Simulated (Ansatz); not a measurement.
## Relaxing TaAs

Level of theory: Ansatz, DFT PBE, scalar-relativistic, plane waves, PAW. (420 eV cutoff, 10×10×4 k-mesh, Gaussian smearing of 0.10 eV, no spin polarisation)

What was changed: shear of c along a, cell held, atoms relaxed: +2.0 %.

Spin–orbit coupling is left out, which can shift energies with elements as heavy as these.

Command:

```bash
ansatz run input.yaml --threads 1 --pin off --max-ram 2560MiB --backend cpu --events-out ev --progress --plain --runs-dir out
```

Input:

```yaml
crystal:
  lattice:
    - [3.4628971702, 0.0, 0.0]
    - [0.0, 3.4628971702, 0.0]
    - [0.2346917579, 0.0, 11.7345878955]
  atoms:
    - { symbol: Ta, position: [0.0, 0.5, 0.7501741996] }
    - { symbol: Ta, position: [0.5, 0.5, 0.0001741996] }
    - { symbol: Ta, position: [0.5, 0.0, 0.2501741996] }
    - { symbol: Ta, position: [0.0, 0.0, 0.5001741996] }
    - { symbol: As, position: [0.5, 0.0, 0.8324252204] }
    - { symbol: As, position: [0.0, 0.0, 0.0824252204] }
    - { symbol: As, position: [0.0, 0.5, 0.3324252204] }
    - { symbol: As, position: [0.5, 0.5, 0.5824252204] }
basis:
  ecutwfc: 420
kpoints:
  mp_grid: { grid: [10, 10, 4] }
hamiltonian:
  xc: pbe
scf:
  occupations: { method: gaussian, width: 0.1 }
output:
  forces: true
  stress: true
  eigenvalues: true
relax:
  adjacent_minimum: "off"
  f_tol: 0.008
  max_steps: 40
```

F is the free energy.

Steps:

```tsv
step	F − F(1) (eV)	largest force component (eV/Å)
1	0.0000	0.224
2	0.0005	0.204
3	-0.0088	0.017
4	-0.0088	0.003
```

Relaxed structure:

```
CELL_PARAMETERS angstrom
3.46290 0.00000 0.00000
0.00000 3.46290 0.00000
0.23469 0.00000 11.73459
ATOMIC_POSITIONS crystal
Ta 0.99682 0.50000 0.75019
Ta 0.50680 0.50000 0.00014
Ta 0.49682 0.00000 0.25019
Ta 0.00680 0.00000 0.50014
As 0.49402 0.00000 0.83243
As 0.00236 0.00000 0.08243
As 0.99402 0.50000 0.33243
As 0.50236 0.50000 0.58243
```

It takes space group Cm (No. 8, monoclinic). The conventional cell has a = 12.171 Å, b = 3.463 Å, c = 3.463 Å, α = 90.00°, β = 105.38°, γ = 90.00°. Around Ta (site symmetry m) lie 6 As at 2.61 to 2.64 Å. Ta (site symmetry m) is surrounded by 6 As at 2.62 to 2.63 Å. Around As (site symmetry m) lie 6 Ta at 2.62 to 2.64 Å. Around As (site symmetry m) lie 6 Ta at 2.61 to 2.64 Å.

The run converged. The run took 3.8 min on 1 thread of Intel(R) Xeon(R) 6975P-C (Granite Rapids), on a shared host, peak memory 1.1 GiB.